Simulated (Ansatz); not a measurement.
The system is VO2.

```
CELL_PARAMETERS angstrom
4.50720 0.00000 0.00000
0.00000 4.50720 0.00000
0.00000 0.00000 3.04445
ATOMIC_POSITIONS crystal
V 0.50000 0.50000 0.50000
V 0.00000 0.00000 0.00000
O 0.20036 0.79964 0.50000
O 0.79964 0.20036 0.50000
O 0.70036 0.70036 0.00000
O 0.29964 0.29964 0.00000
```

The cell is a database's computed one.

| Quantity | Value |
| --- | --- |
| Program | Ansatz 0.2.0 |
| Task | relaxation of cell and atoms |
| Functional | BLYP |
| Dispersion | D3(BJ) |
| Potentials or basis | Ansatz PAW |
| Cutoff | 420 eV (not typed: the program's choice for these potentials) |
| k mesh | 6 × 6 × 9 |
| Occupations | fermi-dirac, width 0.05 eV |
| Spin | collinear spin, ferromagnetic start |
| Starting moments | [2.0, 2.0, 0.0, 0.0, 0.0, 0.0] μB |

At the start: volume 10.31 Å³/atom.

**Question.** Where does the relaxation end?

**Answer.** It ends after 10 steps and the volume is 9.84 Å³/atom (-4.5 %); space group P4_2/mnm (No. 136, to 0.05 Å); moment 2.00 μB per cell.

Step by step:
```tsv
step	energy change (eV)	largest force (eV/Å)	volume (Å³)
1	0.0000	0.1871	61.85
2	-0.2353	0.4532	60.12
3	-0.3002	0.1330	58.39
4	-0.3075	0.0659	58.99
5	-0.3073	0.0034	59.13
6	-0.3076	0.0029	59.08
7	-0.3075	0.0001	59.10
8	-0.3008	0.0001	59.10
9	-0.3013	0.0000	59.05
10	-0.3010	0.0000	59.05
```

Final structure:
```
V O
1.0
     4.55823    0.00000    0.00000
     0.00000    4.55823    0.00000
     0.00000    0.00000    2.84189
V O
2 4
Direct
  0.50000 0.50000 0.50000
  0.00000 0.00000 0.00000
  0.20072 0.79928 0.50000
  0.79928 0.20072 0.50000
  0.70072 0.70072 0.00000
  0.29928 0.29928 0.00000
```

Caveat: the plane-wave basis is chosen anew once the cell has moved, so the energies of steps on either side of that aren't comparable; the pressure holds a Pulay correction of +1.0 GPa for the finite cutoff; the PAW data sets come from PBE, with cores solved anew for the run's functional, which leaves a small shift of forces and pressure.
